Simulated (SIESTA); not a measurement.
TiSi2:

```
Ti Si
1.0
     0.00000    4.11752    4.26290
     2.38951    0.00000    4.26290
     2.38951    4.11752    0.00000
Ti Si
2 4
Direct
  0.75000 0.75000 0.75000
  0.50000 0.50000 0.50000
  0.41257 0.08743 0.41257
  0.08743 0.41257 0.08743
  0.16257 0.83743 0.16257
  0.83743 0.16257 0.83743
```

The cell is a database's computed one.

Base run:

```yaml
Program: SIESTA 5.4.2
Functional: PBE
Potentials_or_basis: PseudoDojo 0.4 standard (PBE files)
Basis: DZ (energy shift 0.003 Ry; two zetas on semicore shells)
Grid_cutoff: 800 Ry
Energy_shift: 0.003 Ry
k_mesh: 5 × 5 × 5
Occupations: fermi-dirac, width 0.05 eV
Spin: no spin polarisation
```

Its results: band gap on the k mesh none (metal or under the smearing width); pressure 9.8 GPa; largest force 0.154 eV/Å.

Problem. After a change of settings the same cell gave: band gap on the k mesh none (metal or under the smearing width); pressure 5.7 GPa; largest force 0.089 eV/Å. Which change was it?
A. basis from DZ (energy shift 0.003 Ry; two zetas on semicore shells) to SZ (energy shift 0.003 Ry)
B. basis from DZ (energy shift 0.003 Ry; two zetas on semicore shells) to DZP (energy shift 0.003 Ry; two zetas on semicore shells)
C. basis from DZ (energy shift 0.003 Ry; two zetas on semicore shells) to TZP (energy shift 0.003 Ry; two zetas on semicore shells)
D. basis from DZ (energy shift 0.003 Ry; two zetas on semicore shells) to SZP (energy shift 0.003 Ry)

Solution. D.

Caveats: the basis of atomic orbitals isn't converged, which shifts pressures, moduli and gaps; the basis has no polarisation orbitals (some runs).
